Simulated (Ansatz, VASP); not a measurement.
# Two plane-wave programs on Cu

```xyz
1
Lattice="0.0000 1.7784 1.7784 1.7784 0.0000 1.7784 1.7784 1.7784 0.0000" Properties=species:S:1:pos:R:3 pbc="T T T"
Cu    0.0000    0.0000    0.0000
```

Alike in both runs: functional PBE; k mesh 20 × 20 × 20; occupations gaussian, width 0.1 eV; no spin polarisation.

Ansatz relaxed the structure, and its values are those at the end. VASP's run is a single point on that final structure, the one shown.

```csv
,VASP,Ansatz
version,VASP 6.6.1,Ansatz 0.2.0
potentials or method,"VASP PAW PBE potentials, release 64 (Cu)","scalar-relativistic, plane waves, PAW"
plane-wave cutoff (eV),520,420
valence electrons in the cell,11,19
```

```csv
,VASP,Ansatz,Ansatz less VASP
gap on the k mesh at the Fermi level (eV),none,none,-
pressure (GPa),10.5,10.0,-0.52
```

A gap of «none» marks a metal or a gap that the smearing closes. The two sets of potentials don't hold the same shells in valence.
